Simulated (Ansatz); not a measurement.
**From the elastic tensor of Na2S to moduli and sound speeds**

All numbers below come from Ansatz 0.2.0, DFT PBE+D3(BJ), scalar-relativistic, plane waves, PAW. Cutoff 420 eV, 6×6×6 k-points (Γ-centred), fixed occupations. No spin polarisation.

It takes space group Fm-3m (No. 225, cubic). Conventional cell: a = 6.442 Å, b = 6.442 Å, c = 6.442 Å, α = 90.00°, β = 90.00°, γ = 90.00°. S (site symmetry m-3m) is surrounded by 8 Na at 2.79 Å. Around Na (site symmetry -43m) lie 4 S at 2.79 Å.

The cell is the ideal cubic antifluorite prototype.

Relaxed-ion constants (GPa, on the Cartesian axes of the calculation):
```
57.4 18.9 18.9  0.0  0.0  0.0
18.9 57.4 18.9  0.0  0.0  0.0
18.9 18.9 57.4  0.0  0.0  0.0
 0.0  0.0  0.0 19.0  0.0  0.0
 0.0  0.0  0.0  0.0 19.0  0.0
 0.0  0.0  0.0  0.0  0.0 19.0
```

Density 1.939 g/cm³; 3 atoms in 66.85 Å³.

The values that follow are for a polycrystal of randomly turned grains, by Hill's mean where one number stands.

With S = C⁻¹: B_V = (C11+C22+C33+2(C12+C13+C23))/9, G_V = (C11+C22+C33−C12−C13−C23+3(C44+C55+C66))/15, 1/B_R = S11+S22+S33+2(S12+S13+S23), 15/G_R = 4(S11+S22+S33−S12−S13−S23)+3(S44+S55+S66); Hill is their mean. Then v_l = √((B+4G/3)/ρ), v_t = √(G/ρ), v_m = [(2/v_t³+1/v_l³)/3]^(−1/3) and Θ = (ħ/k_B)·v_m·(6π²n/V)^(1/3) for n atoms in the volume V; E = 9BG/(3B+G), ν = (3B−2G)/(2(3B+G)) and A^U = 5G_V/G_R + B_V/B_R − 6.

```json
{"Bulk modulus, Voigt / Reuss / Hill": "31.8 / 31.8 / 31.8 GPa", "Shear modulus, Voigt / Reuss / Hill": "19.1 / 19.1 / 19.1 GPa", "Young's modulus": "48 GPa", "Poisson ratio": "0.249", "Pugh ratio B/G": "1.66", "Universal anisotropy index": "0.00", "Longitudinal and transverse sound speeds": "5434 and 3140 m/s", "Debye temperature from the mean sound speed": "369 K"}
```

Cost: 1 run of about 0.66 core-minutes, on Arm Neoverse N1 (shared hosts).